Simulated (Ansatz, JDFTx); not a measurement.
PtSe2: 3 runs at one level of theory

```xyz
3
Lattice="3.7240 0.0000 0.0000 -1.8620 3.2251 0.0000 0.0000 0.0000 5.0620" Properties=species:S:1:pos:R:3 pbc="T T T"
Pt    0.0000    0.0000    0.0000
Se    1.8620    1.0750    3.7965
Se    0.0000    2.1501    1.2655
```

Alike in all runs: task single point; functional PBE; k mesh 5 × 5 × 3; occupations fermi-dirac, width 0.05 eV; no spin polarisation; no spin-orbit coupling. Pressure is positive in compression and, in plane waves, holds the error of the finite cutoff, which Ansatz's Pulay term estimates and takes out.

| program and potentials | plane-wave cutoff (eV) | notes | pressure (GPa) | largest force (eV/Å) |
| --- | --- | --- | --- | --- |
| Ansatz, Ansatz PAW | 420 | Pulay term of +0.03 GPa included | 7.21 | 0.516 |
| JDFTx, PseudoDojo-SR-PBE-0.5-standard | 1170 | - | 7.13 | 0.511 |
| JDFTx, PseudoDojo-SR-PBE-0.5-standard with smoothed tails | 1170 | - | 7.13 | 0.510 |

Force on atom 2 (Se), eV/Å:

| program and potentials | x | y | z |
| --- | --- | --- | --- |
| Ansatz, Ansatz PAW | 0.000 | 0.000 | -0.516 |
| JDFTx, PseudoDojo-SR-PBE-0.5-standard | 0.000 | 0.000 | -0.511 |
| JDFTx, PseudoDojo-SR-PBE-0.5-standard with smoothed tails | 0.000 | 0.000 | -0.510 |

The pressure spans 7.13 (JDFTx, PseudoDojo-SR-PBE-0.5-standard) to 7.21 GPa (Ansatz, Ansatz PAW). The atoms of the given cell lie far from their minimum at this level. The k mesh is coarse, so the values compare programs but aren't converged.

The functional is the same throughout but for its coding, so the spread measures potentials, basis and numerics; runs on potential files found faulty are left out.
